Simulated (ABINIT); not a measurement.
# BP (F-43m): changed settings of a GW run in ABINIT

A base run on BP (F-43m), then changed inputs.

Main program and level: ABINIT 10.8.3; PBE and many-body steps on it, plane waves.

### Step 1. The structure

Symmetry: F-43m, No. 216, cubic system. Conventional cell: a = 4.538 Å, b = 4.538 Å, c = 4.538 Å, α = 90.00°, β = 90.00°, γ = 90.00°. Nearest to B lie 4 P at 1.97 Å. Nearest to P lie 4 B at 1.97 Å. Farther neighbours are not listed.

As a file:

```cif
data_structure
_symmetry_space_group_name_H-M 'P 1'
_symmetry_Int_Tables_number 1
_cell_length_a 3.2089
_cell_length_b 3.2089
_cell_length_c 3.2089
_cell_angle_alpha 60.000
_cell_angle_beta 60.000
_cell_angle_gamma 60.000
_cell_volume 23.36
loop_
_atom_site_label
_atom_site_type_symbol
_atom_site_fract_x
_atom_site_fract_y
_atom_site_fract_z
_atom_site_occupancy
B1 B 0.00000 0.00000 0.00000 1
P2 P 0.25000 0.25000 0.25000 1
```

The cell and positions come from the Crystallography Open Database and are kept as given unless a step says otherwise.

### Step 2. Screening, 6×6×6 mesh, 201 bands, screening to 304.8 eV

This step: ABINIT 10.8.3; RPA screening on PBE, plane waves, norm-conserving pseudopotentials.

The RPA dielectric matrix is built and inverted for each q.

File run.abi:

```
acell 3*1.0 Angstrom
rprim 
  0.000000000000 2.269000000000 2.269000000000
  2.269000000000 0.000000000000 2.269000000000
  2.269000000000 2.269000000000 0.000000000000
ntypat 2
znucl 5 15
natom 2
typat 1 2
xred 
  0.000000000000 0.000000000000 0.000000000000
  0.250000000000 0.250000000000 0.250000000000
pp_dirpath "pseudos"
pseudos "B.upf, P.upf"
ecut 34
ngkpt 6 6 6
nshiftk 1
shiftk 0 0 0
kptopt 1
chksymbreak 0
istwfk *1
occopt 1
irdwfk 1
optdriver 3
nband 201
ecuteps 11.2
inclvkb 2
awtr 1
symchi 1
indata_prefix "in"
outdata_prefix "out"
tmpdata_prefix "tmp"
```

Run with:

```
OMP_NUM_THREADS=1 mpirun -n 4 abinit run.abi > log
```

The program printed:

```text
.Version 10.8.3 of ABINIT. v10.8.2 released Aug 2026.

 Symmetries : space group F-4 3 m (#216); Bravais cF (face-center cubic)
[... echo of the input left out ...]
== DATASET  1 ==================================================================
-   mpi_nproc: 4, omp_nthreads: 1 (-1 if OMP is not activated)

--- !DatasetInfo
iteration_state: {dtset: 1, }
dimensions: {natom: 2, nkpt: 16, mband: 201, nsppol: 1, nspinor: 1, nspden: 1, mpw: 1524, }
cutoff_energies: {ecut:  34.0, pawecutdg:  -1.0, }
electrons: {nelect:   8.00000000E+00, charge:   0.00000000E+00, occopt:   1.00000000E+00, tsmear:   1.00000000E-02, }

 SCREENING: Calculation of the susceptibility and dielectric matrices

 Based on a program developped by R.W. Godby, V. Olevano, G. Onida, and L. Reining.
 Incorporated in ABINIT by V. Olevano, G.-M. Rignanese, and M. Torrent.
.Using double precision arithmetic ; gwpc =  8

[... cell and pseudopotentials left out ...]
--------------------------------------------------------------------------------

 ==== K-mesh for the wavefunctions ====
 Number of points in the irreducible wedge :    16
[... list of points left out ...]
 Together with 24 symmetry operations and time-reversal symmetry
 yields   216 points in the full Brillouin Zone.

 ==== Q-mesh for the screening function ====
 Number of points in the irreducible wedge :    16
[... list of points left out ...]
 Together with 24 symmetry operations and time-reversal symmetry
 yields   216 points in the full Brillouin Zone.

 setmesh: FFT mesh size selected  =    25x   25x   25
          total number of points  =        15625

 vcoul_init : cutoff-mode = AUXILIARY_FUNCTION
 q-points for optical limit:   1
     1)      0.000010    0.000020    0.000030

- screening: taking advantage of time-reversal symmetry
- Maximum band index for partially occupied states nbvw = 4
- Remaining bands to be divided among processors   nbcw = 197
- Number of bands treated by each node ~49

 Number of electrons calculated from density =    8.0000; Expected =    8.0000
 average of density, n =  0.050741
 r_s =    1.6757
 omega_plasma =   21.7288 [eV]

 calculating chi0 at frequencies [eV] :
  1    0.000000E+00    0.000000E+00
  2    0.000000E+00    2.172879E+01

--------------------------------------------------------------------------------
  q-point number  1        q = ( 0.000000, 0.000000, 0.000000) [r.l.u.]
--------------------------------------------------------------------------------
[... chi0 elements left out ...]
 For q-point:  0.000010 0.000020 0.000030
  dielectric constant =   9.7363
  dielectric constant without local fields =  10.6503

  Average fulfillment of the sum rule on Im[epsilon] for q-point    1 :     95.28  [%]
[... wings left out ...]
  q-point number  2        q = ( 0.166667, 0.000000, 0.000000) [r.l.u.]
--------------------------------------------------------------------------------
[... chi0 elements left out ...]
  Average fulfillment of the sum rule on Im[epsilon] for q-point    2 :     96.06  [%]

 [... 14 further q-points ...]
```

Run time: 80 s. Hardware: 4 MPI ranks of Intel Xeon Platinum 8488C (Sapphire Rapids), shared host; peak memory 1.4 GiB.

This step gave:

* ε∞ with local fields, on this mesh, along the program's q direction: 9.736
* the same without local fields: 10.65
* plasma frequency: 21.73 eV
* plane waves in the screening matrix: 283

Local fields lower ε∞ by 9 %.

### Step 3. Base

The self-energy is evaluated for the states that the input lists, and the levels follow from it, in one-shot runs by the linearised quasiparticle equation.

This step: G0W0 on PBE, plane waves, norm-conserving pseudopotentials.

Edit run.abi of step 2 so:

```diff
@@ -23,8 +23,17 @@
 irdwfk 1
-optdriver 3
+optdriver 4
 nband 201
+gwcalctyp 0
+ecutsigx 34
+symsigma 1
+nkptgw 2
+kptgw 
+  0.0000000000 0.0000000000 0.0000000000
+  0.5000000000 0.5000000000 0.0000000000
+bdgw 
+  2 7
+  3 6
 ecuteps 11.2
-inclvkb 2
-awtr 1
-symchi 1
+irdscr 1
+ppmodel 1
 indata_prefix "in"
```

The program printed:

```text
.Version 10.8.3 of ABINIT. v10.8.2 released Aug 2026.

 Symmetries : space group F-4 3 m (#216); Bravais cF (face-center cubic)
[... echo of the input left out ...]
== DATASET  1 ==================================================================
-   mpi_nproc: 4, omp_nthreads: 1 (-1 if OMP is not activated)

--- !DatasetInfo
iteration_state: {dtset: 1, }
dimensions: {natom: 2, nkpt: 16, mband: 201, nsppol: 1, nspinor: 1, nspden: 1, mpw: 1524, }
cutoff_energies: {ecut:  34.0, pawecutdg:  -1.0, }
electrons: {nelect:   8.00000000E+00, charge:   0.00000000E+00, occopt:   1.00000000E+00, tsmear:   1.00000000E-02, }

 SIGMA: Calculation of the GW corrections

 Based on a program developped by R.W. Godby, V. Olevano, G. Onida, and L. Reining.
 Incorporated in ABINIT by V. Olevano, G.-M. Rignanese, and M. Torrent.
.Using double precision arithmetic ; gwpc =  8

[... cell and pseudopotentials left out ...]
--------------------------------------------------------------------------------

 ==== K-mesh for the wavefunctions ====
 Number of points in the irreducible wedge :    16
[... list of points left out ...]
 Together with 24 symmetry operations and time-reversal symmetry
 yields   216 points in the full Brillouin Zone.

 ==== Q-mesh for screening function ====
 Number of points in the irreducible wedge :    16
[... list of points left out ...]
 Together with 24 symmetry operations and time-reversal symmetry
 yields   216 points in the full Brillouin Zone.

 vcoul_init : cutoff-mode = AUXILIARY_FUNCTION
 q-points for optical limit:   1
     1)      0.000010    0.000020    0.000030
 setmesh: FFT mesh size selected  =    32x   32x   32
          total number of points  =        32768

 Number of electrons calculated from density =    8.0000; Expected =    8.0000
 average of density, n =  0.050741
 r_s =    1.6757
 omega_plasma =   21.7288 [eV]

 === KS Band Gaps ===
  >>>> For spin  1
   Minimum direct gap =   3.4068 [eV], located at k-point      :   0.0000  0.0000  0.0000
   Fundamental gap    =   1.3473 [eV], Top of valence bands at :   0.0000  0.0000  0.0000
                                       Bottom of conduction at :   0.5000  0.5000  0.0000
 SIGMA fundamental parameters:
 PLASMON POLE MODEL  1
 number of plane-waves for SigmaX                 1459
 number of plane-waves for SigmaC and W            283
 number of plane-waves for wavefunctions          1459
 number of bands                                   201
 number of independent spin polarizations            1
 number of spinorial components                      1
 number of k-points in IBZ                          16
 number of q-points in IBZ                          16
 number of symmetry operations                      24
 number of k-points in BZ                          216
 number of q-points in BZ                          216
 number of frequencies for dSigma/dE                 9
 frequency step for dSigma/dE [eV]                0.25
 number of omega for Sigma on real axis              0
 max omega for Sigma on real axis  [eV]           0.00
 zcut for avoiding poles [eV]                     0.10

 EPSILON^-1 parameters (SCR file):
 dimension of the eps^-1 matrix on file            283
 dimension of the eps^-1 matrix used               283
 number of plane-waves for wavefunctions          1459
 number of bands                                   201
 number of q-points in IBZ                          16
 number of frequencies                               2
 number of real frequencies                          1
 number of imag frequencies                          1

 matrix elements of self-energy operator (all in [eV])

 Perturbative Calculation

--- !SelfEnergy_ee
iteration_state: {dtset: 1, }
kpoint     : [   0.000,    0.000,    0.000, ]
spin       : 1
KS_gap     :    3.407
QP_gap     :    4.288
Delta_QP_KS:    0.881
data: !SigmaeeData |
     Band     E0 <VxcDFT>   SigX SigC(E0)      Z dSigC/dE  Sig(E)    E-E0       E
        2   7.266 -13.300 -15.048   0.870   0.791  -0.264 -13.995  -0.695   6.571
        3   7.266 -13.300 -15.048   0.870   0.791  -0.264 -13.995  -0.695   6.571
        4   7.266 -13.300 -15.048   0.870   0.791  -0.264 -13.995  -0.695   6.571
        5  10.672 -12.025  -7.238  -4.553   0.793  -0.261 -11.839   0.186  10.859
        6  10.672 -12.025  -7.238  -4.553   0.793  -0.261 -11.839   0.186  10.859
        7  10.672 -12.025  -7.238  -4.553   0.793  -0.261 -11.839   0.186  10.859

--- !SelfEnergy_ee
iteration_state: {dtset: 1, }
kpoint     : [   0.500,    0.500,    0.000, ]
spin       : 1
KS_gap     :    5.461
QP_gap     :    6.361
Delta_QP_KS:    0.900
data: !SigmaeeData |
     Band     E0 <VxcDFT>   SigX SigC(E0)      Z dSigC/dE  Sig(E)    E-E0       E
        3   3.152 -12.497 -15.992   2.379   0.772  -0.295 -13.359  -0.862   2.290
        4   3.152 -12.497 -15.992   2.379   0.772  -0.295 -13.359  -0.862   2.290
        5   8.613 -10.826  -6.523  -4.256   0.804  -0.243 -10.788   0.038   8.651
        6   8.933 -10.680  -6.271  -4.296   0.809  -0.236 -10.589   0.091   9.024

== END DATASET(S) ==============================================================
================================================================================

 -outvars: echo values of variables after computation  --------
           etotal      0.0000000000E+00
            nband         201
             nkpt          16
          spgroup         216
 [... the other variables as echoed above ...]

 Calculation completed.
```

Wall time 35 s (4 MPI ranks); peak memory 1.5 GiB; 2.3 min of CPU time.

Numbers from this step:

```
G0W0 gap on the points computed              : 2.08 eV
starting gap on the mesh                     : 1.347 eV
k of the valence top                         : 0, 0, 0
k of the conduction bottom                   : 0.5, 0.5, 0
Z at the valence top                         : 0.791
Z at the conduction bottom                   : 0.804
least direct G0W0 gap on the computed points : 4.288 eV
```

The gap on the mesh goes from 1.35 eV to 2.08 eV, a correction of +0.73 eV.

### Step 4. Coulomb singularity

Edit run.abi of step 3 so:

```diff
@@ -38,2 +38,3 @@
 ppmodel 1
+gw_icutcoul 7
 indata_prefix "in"
```

The program printed:

```text
.Version 10.8.3 of ABINIT. v10.8.2 released Aug 2026.

 Symmetries : space group F-4 3 m (#216); Bravais cF (face-center cubic)
[... echo of the input left out ...]
== DATASET  1 ==================================================================
-   mpi_nproc: 4, omp_nthreads: 1 (-1 if OMP is not activated)

--- !DatasetInfo
iteration_state: {dtset: 1, }
dimensions: {natom: 2, nkpt: 16, mband: 201, nsppol: 1, nspinor: 1, nspden: 1, mpw: 1524, }
cutoff_energies: {ecut:  34.0, pawecutdg:  -1.0, }
electrons: {nelect:   8.00000000E+00, charge:   0.00000000E+00, occopt:   1.00000000E+00, tsmear:   1.00000000E-02, }

 SIGMA: Calculation of the GW corrections

 Based on a program developped by R.W. Godby, V. Olevano, G. Onida, and L. Reining.
 Incorporated in ABINIT by V. Olevano, G.-M. Rignanese, and M. Torrent.
.Using double precision arithmetic ; gwpc =  8

[... cell and pseudopotentials left out ...]
--------------------------------------------------------------------------------

 ==== K-mesh for the wavefunctions ====
 Number of points in the irreducible wedge :    16
[... list of points left out ...]
 Together with 24 symmetry operations and time-reversal symmetry
 yields   216 points in the full Brillouin Zone.

 ==== Q-mesh for screening function ====
 Number of points in the irreducible wedge :    16
[... list of points left out ...]
 Together with 24 symmetry operations and time-reversal symmetry
 yields   216 points in the full Brillouin Zone.

 vcoul_init : cutoff-mode = AUX_GB
 q-points for optical limit:   1
     1)      0.000010    0.000020    0.000030
 setmesh: FFT mesh size selected  =    32x   32x   32
          total number of points  =        32768

 Number of electrons calculated from density =    8.0000; Expected =    8.0000
[...]
number of omega for Sigma on real axis              0
 max omega for Sigma on real axis  [eV]           0.00
 zcut for avoiding poles [eV]                     0.10

 EPSILON^-1 parameters (SCR file):
 dimension of the eps^-1 matrix on file            283
 dimension of the eps^-1 matrix used               283
 number of plane-waves for wavefunctions          1459
 number of bands                                   201
 number of q-points in IBZ                          16
 number of frequencies                               2
 number of real frequencies                          1
 number of imag frequencies                          1

 matrix elements of self-energy operator (all in [eV])

 Perturbative Calculation

--- !SelfEnergy_ee
iteration_state: {dtset: 1, }
kpoint     : [   0.000,    0.000,    0.000, ]
spin       : 1
KS_gap     :    3.407
QP_gap     :    4.288
Delta_QP_KS:    0.881
data: !SigmaeeData |
     Band     E0 <VxcDFT>   SigX SigC(E0)      Z dSigC/dE  Sig(E)    E-E0       E
        2   7.266 -13.300 -15.039   0.866   0.791  -0.264 -13.991  -0.691   6.575
        3   7.266 -13.300 -15.039   0.866   0.791  -0.264 -13.991  -0.691   6.575
        4   7.266 -13.300 -15.039   0.866   0.791  -0.264 -13.991  -0.691   6.575
[...]
--- !SelfEnergy_ee
iteration_state: {dtset: 1, }
kpoint     : [   0.500,    0.500,    0.000, ]
spin       : 1
KS_gap     :    5.461
QP_gap     :    6.361
Delta_QP_KS:    0.900
data: !SigmaeeData |
     Band     E0 <VxcDFT>   SigX SigC(E0)      Z dSigC/dE  Sig(E)    E-E0       E
[...]
5   8.613 -10.826  -6.523  -4.251   0.805  -0.243 -10.785   0.041   8.654
        6   8.933 -10.680  -6.271  -4.292   0.809  -0.236 -10.586   0.094   9.027

== END DATASET(S) ==============================================================
================================================================================

 -outvars: echo values of variables after computation  --------
           etotal      0.0000000000E+00
            nband         201
             nkpt          16
          spgroup         216
 [... the other variables as echoed above ...]

 Calculation completed.
```

Wall time 35 s (4 MPI ranks); peak memory 1.5 GiB; 2.3 min of CPU time.

This step gave:

```
G0W0 gap on the points computed              : 2.079 eV
starting gap on the mesh                     : 1.347 eV
k of the valence top                         : 0, 0, 0
k of the conduction bottom                   : 0.5, 0.5, 0
Z at the valence top                         : 0.791
Z at the conduction bottom                   : 0.805
least direct G0W0 gap on the computed points : 4.287 eV
```

Against G0W0 in ABINIT (6×6×6 mesh, 201 bands, screening to 304.8 eV, Godby-Needs plasmon pole), the gap moves by −0.001 eV.

### Step 5. The runs together

Times are wall times on 4 MPI ranks of Intel Xeon Platinum 8488C (Sapphire Rapids), shared host, good to a factor of about two. A run's time includes the screening step that it read.

```csv
run,mesh,bands,screening cutoff (eV),DFT gap (eV),gap on the mesh (eV),direct (eV),ε∞ used,time
base,6×6×6,201,304.8,1.347,2.080,4.288,9.74,1.9 min
Coulomb singularity,6×6×6,201,304.8,1.347,2.079,4.287,9.74,1.9 min
```

### Step 6. Summary of results

```json
{
  "base": "2.080 eV",
  "Coulomb singularity": "2.079 eV",
  "known limits": "not at the basis limit"
}
```

Coulomb singularity: −0.001 eV against base (keys changed: gw_icutcoul). Bands and cutoff are finite, so the gap is not at the basis limit. The miss can reach some tenths of an eV and take either sign; the mesh is an error of its own. In the G0W0 runs levels were corrected at 2 k points alone, so a gap called «on the mesh» is the least over those, and an edge elsewhere would be missed.

[Paths, hosts, dates, memory and timing lines, banners, echoed tables and standing remarks are left out of the program output.]

[Logs are printed without paths, hosts, clocks, repeated set-up lines and the standing remarks that a program may print on its own settings, such as how far it seeks lower states.]

[Runs of the session that timed out or met a known fault of the program may be left out.]

[Hosts, paths, dates, database ids (printed as entryN), source tags and the programs' standing remarks are cut or masked in the printed files.]

[G0W0 gaps are taken among the corrected bands and points alone; a level outside them can change the order at an edge.]

[Where Ansatz stands beside ABINIT at settings called matched, ABINIT's density can come from a denser mesh and the files from another edition; pairs whose starting gaps differed by over 0.03 eV were left out, so agreement reads better than it is.]
